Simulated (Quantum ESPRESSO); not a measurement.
**CoO: equation of state with r2SCAN**

The system is CoO.

```xyz
2
Lattice="0.0000 2.1315 2.1315 2.1315 0.0000 2.1315 2.1315 2.1315 0.0000" Properties=species:S:1:pos:R:3 pbc="T T T"
Co    0.0000    0.0000    0.0000
O     2.1315    2.1315    2.1315
```

- Program: Quantum ESPRESSO 7.5
- Task: equation of state
- Functional: r2SCAN
- Potentials or basis: SG15 PBE 1.2
- Cutoff: 1197 eV
- Density cutoff: 4789 eV
- k mesh: 7 × 7 × 7
- Occupations: fermi-dirac, width 0.05 eV
- Spin: collinear spin, ferromagnetic start
- Starting moments: [2.0, 0.0] μB
- Symmetry: off
- Mixing beta: 0.3
- Most SCF iterations: 120
- SCF threshold: 1e-08 Ry

```json
{
 "Equilibrium volume": "9.34 Å³/atom",
 "Bulk modulus": "213 GPa",
 "Pressure derivative of the bulk modulus": "4.5"
}
```

Energy against volume, from the lowest point:
```csv
volume (Å³/atom),energy (meV/atom)
9.103,4.08
9.297,0.00
9.490,1.39
9.684,7.66
9.878,18.31
10.071,32.86
```

All runs of the series together: 53 min on 2 threads of Arm Neoverse V2, on a shared host.

Caveat: the k mesh is coarse (spacing up to 0.36 Å⁻¹), so the values aren't converged; the potentials were made for another functional, which shifts forces and pressure.
